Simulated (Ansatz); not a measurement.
The system is I.

```xyz
1
Lattice="0.0000 2.3656 3.9098 2.1922 0.0000 3.9098 2.1922 2.3656 0.0000" Properties=species:S:1:pos:R:3 pbc="T T T"
I     0.0000    0.0000    0.0000
```

* Program: Ansatz 0.2.0
* Task: relaxation of cell and atoms
* Functional: PBEsol
* Potentials or basis: all-electron LAPW, scalar-relativistic
* Basis error allowed: 0.001 eV/atom
* k mesh: 9 × 9 × 9
* Occupations: fermi-dirac, width 0.05 eV
* Spin: no spin polarisation

At the start: volume 40.55 Å³/atom.

Where does the relaxation end?

Over 9 steps the energy falls by 10.7 meV/atom and the volume is 37.44 Å³/atom (-7.7 %); space group Fmmm (No. 69, to 0.05 Å).

Step by step:
```
step  energy change (eV)  largest force (eV/Å)  volume (Å³)
   1              0.0000                0.0000        40.55
   2             -0.0088                0.0000        38.99
   3             -0.0095                0.0000        38.53
   4             -0.0105                0.0000        37.28
   5             -0.0106                0.0000        37.49
   6             -0.0107                0.0000        37.50
   7             -0.0107                0.0000        37.48
   8             -0.0107                0.0000        37.44
   9             -0.0107                0.0000        37.44
```

Final structure:
```
I
1.0
     0.00000    2.30636    3.72511
     2.17895    0.00000    3.72511
     2.17895    2.30636    0.00000
I
1
Direct
  0.00000 0.00000 0.00000
```
